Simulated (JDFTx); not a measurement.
Runs of JDFTx 1.7.0 (patched build) on Rh. The structure is cubic, space group Fm-3m (No. 225). The conventional cell has a = 3.796 Å, b = 3.796 Å, c = 3.796 Å, α = 90.00°, β = 90.00°, γ = 90.00°. Rh (site symmetry m-3m) is surrounded by 12 Rh at 2.68 Å. 

```csv
task,level,potentials or basis,cell,k mesh,cutoff (eV),SCF threshold on the energy,further solve for the empty bands,local potential set to -Z/r beyond,pseudo rcut,gap on the mesh (eV),pressure (GPa),V0 of scaled cells (Å³/atom),B0 (GPa)
equation of state,PBEsol,PseudoDojo-SR-PBEsol-0.4.1-standard,as given,12 × 12 × 12,1197,1e-09 Ha,-,-,-,-,-,13.52,(b)
equation of state,PBE,PseudoDojo-SR-PBE-0.5-standard,as given,12 × 12 × 12,1197,1e-08 Ha,-,-,-,-,-,(c),257
relaxation of cell and atoms,PBE+D3(BJ),PseudoDojo-SR-PBE-0.5-standard,relaxed,12 × 12 × 12,1197,1e-09 Ha,no,-,-,none,0.0,-,-
single point,PBE,PseudoDojo-SR-PBE-0.5-standard,as given,12 × 12 × 12,1197,1e-08 Ha,yes,-,-,none,7.7,-,-
single point,PBEsol,PseudoDojo-SR-PBEsol-0.4.1-standard,as given,8 × 8 × 8,1197,1e-09 Ha,no,-,-,none,-2.2,-,-
equation of state,PBEsol,PseudoDojo-SR-PBEsol-0.4.1-standard with smoothed tails,as given,12 × 12 × 12,1197,1e-09 Ha,-,6 bohr,6,-,-,13.52,297
equation of state,r2SCAN,SG15-PBE-1.2,as given,12 × 12 × 12,1088,1e-09 Ha,-,-,-,-,-,13.62,289
single point,PBEsol,PseudoDojo-SR-PBEsol-0.4.1-standard with smoothed tails,as given,12 × 12 × 12,1197,1e-09 Ha,yes,6 bohr,6,none,(a),-,-
```

Alike in all rows: no spin polarisation; smearing fermi-dirac 0.05 eV.

Task: Fill in the values left out.

Result: (a) -3.4; (b) 296; (c) 14.06.

Caveats: pairwise dispersion overbinds metals, which lowers pressure and volume (some runs); the potentials were made for another functional, which shifts forces and pressure (some runs).

A k mesh can miss the band edges, and the runs leave out spin-orbit coupling on Rh.

A gap of «none» marks a metal or a gap under the smearing width.

Not every run made on this cell is shown here.
